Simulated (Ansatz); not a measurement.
(100) slab of 4 planes, 6.6 Å thick with 15 Å of vacuum as cut, in a 2×1 surface cell; outer planes NbN (top) and NbN (bottom), cut from NbN, relaxed from the bulk's places with the lower part held:

```xyz
16
Lattice="6.1950 0.0000 0.0000 0.0000 3.0975 0.0000 0.0000 0.0000 21.5707" Properties=species:S:1:pos:R:3 pbc="T T T"
Nb    3.0975    0.0000    7.5000
Nb    0.0000    0.0000    7.5000
N     1.5487    1.5487    7.5000
N     4.6462    1.5487    7.5000
Nb    4.6462    1.5487    9.6902
Nb    1.5487    1.5487    9.6902
N     3.0975    0.0000    9.6902
N     0.0000    0.0000    9.6902
Nb    0.0000    0.0000   11.9605
Nb    3.0975    0.0000   11.9605
N     4.6462    1.5487   11.9018
N     1.5487    1.5487   11.9018
Nb    1.5487    1.5487   13.9558
Nb    4.6462    1.5487   13.9558
N     0.0000    0.0000   14.2593
N     3.0975    0.0000   14.2593
```

The calculation used DFT PBEsol, scalar-relativistic, plane waves, PAW in Ansatz 0.2.0. Settings: cutoff 420 eV, Γ-centred mesh 6×11×1 on the computed 16-atom cell, Gaussian smearing of 0.10 eV; no spin polarisation. A dipole correction removes the field between periodic images along c.

Q: Its upper atoms are moved at random (σ = 0.25 Å) and relaxed again, 2 time(s). Does the surface find a lower structure?

A: No: the random starts end within 0.000 eV of the symmetric one.

Cost: 3 runs of about 22 core-minutes in all, on Intel Xeon 6975P-C (Granite Rapids) (shared hosts).